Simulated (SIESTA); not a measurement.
Runs of SIESTA 5.4.2 on PbS (Galena). It takes space group Fm-3m (No. 225, cubic). The conventional cell has a = 5.931 Å, b = 5.931 Å, c = 5.931 Å, α = 90.00°, β = 90.00°, γ = 90.00°. Pb (site symmetry m-3m) has 6 S at 2.97 Å as nearest neighbours. S (site symmetry m-3m) has 6 Pb at 2.97 Å as nearest neighbours. 

```tsv
task	level	potentials or basis	cell	k mesh	optimiser	force tolerance	stress tolerance (GPa)	broadening (eV)	window to (eV)	grid cutoff	energy shift	gap on the mesh (eV)	pressure (GPa)	V0 of scaled cells (Å³/atom)	relaxed volume (Å³/atom)	B0 (GPa)
relaxation of cell and atoms	PBEsol	PseudoDojo 0.4 standard (PBEsol files), DZP (energy shift 0.003 Ry; two zetas on semicore shells)	relaxed	6 × 6 × 6	Broyden	0.01 eV/Å	0.05	-	-	500 Ry	0.003 Ry	0.32	0.0	-	26.06	-
equation of state	PBEsol	PseudoDojo 0.4 standard (PBEsol files), DZP (energy shift 0.003 Ry; two zetas on semicore shells)	as given	8 × 8 × 8	-	-	-	-	-	500 Ry	0.003 Ry	-	-	26.08	-	59
band structure	PW91	PseudoDojo 0.4 standard (PBE files), DZP (energy shift 0.002 Ry)	as given	8 × 8 × 8	-	-	-	-	-	500 Ry	0.002 Ry	0.42	2.8	-	-	-
optical spectrum	PBE	PseudoDojo 0.4 standard (PBE files), DZP (energy shift 0.002 Ry)	as given	6 × 6 × 6	-	-	-	0.2 eV	40 eV	500 Ry	0.002 Ry	0.42	2.9	-	-	-
relaxation of cell and atoms	LDA	PseudoDojo 0.4 standard (LDA files), DZP (energy shift 0.002 Ry)	relaxed	6 × 6 × 6	Broyden	0.01 eV/Å	0.05	-	-	750 Ry	0.002 Ry	0.20	0.0	-	(b)	-
relaxation of cell and atoms	PBE	PseudoDojo 0.4 standard (PBE files), DZP (energy shift 0.002 Ry)	relaxed	6 × 6 × 6	Broyden	0.01 eV/Å	0.05	-	-	750 Ry	0.002 Ry	0.59	0.0	-	27.47	-
relaxation of cell and atoms	PBE	PseudoDojo 0.4 standard (PBE files), TZP (energy shift 0.002 Ry)	relaxed	8 × 8 × 8	Broyden	0.04 eV/Å	-	-	-	500 Ry	0.002 Ry	0.57	0.1	-	27.26	-
equation of state	LDA-PZ	PseudoDojo 0.4 standard (LDA files), DZP (energy shift 0.002 Ry)	as given	8 × 8 × 8	-	-	-	-	-	500 Ry	0.002 Ry	-	-	25.32	-	63
equation of state	PBE	PseudoDojo 0.4 standard (PBE files), DZP (energy shift 0.003 Ry; two zetas on semicore shells)	as given	8 × 8 × 8	-	-	-	-	-	500 Ry	0.003 Ry	-	-	27.47	-	53
band structure	vdW-DF-cx	PseudoDojo 0.4 standard (PBE files), DZP (energy shift 0.003 Ry; two zetas on semicore shells)	as given	8 × 8 × 8	-	-	-	-	-	500 Ry	0.003 Ry	0.38	(c)	-	-	-
band structure	RPBE	PseudoDojo 0.4 standard (PBE files), DZP (energy shift 0.002 Ry)	as given	8 × 8 × 8	-	-	-	-	-	500 Ry	0.002 Ry	0.49	(a)	-	-	-
```

Alike in all rows: no spin polarisation; smearing fermi-dirac 0.05 eV.

Estimate the missing entries.

(a) 4.8; (b) 25.31; (c) 0.7.

Caveats: the basis of atomic orbitals isn't converged, which shifts pressures, moduli and gaps; spin-orbit coupling is left out, which as a rule narrows the gap of such compounds by several tenths of an eV (some runs); semicore shells carry a single zeta, which can move pressures by several GPa and volumes by a few percent (some runs); the potentials were made for another functional, which shifts forces and pressure (some runs); the basis holds too few empty states to meet the f-sum rule, so the spectrum is short of weight at high energy (some runs).

A k mesh can miss the band edges, and the runs leave out spin-orbit coupling on Pb.

Not every run made on this cell is shown here.
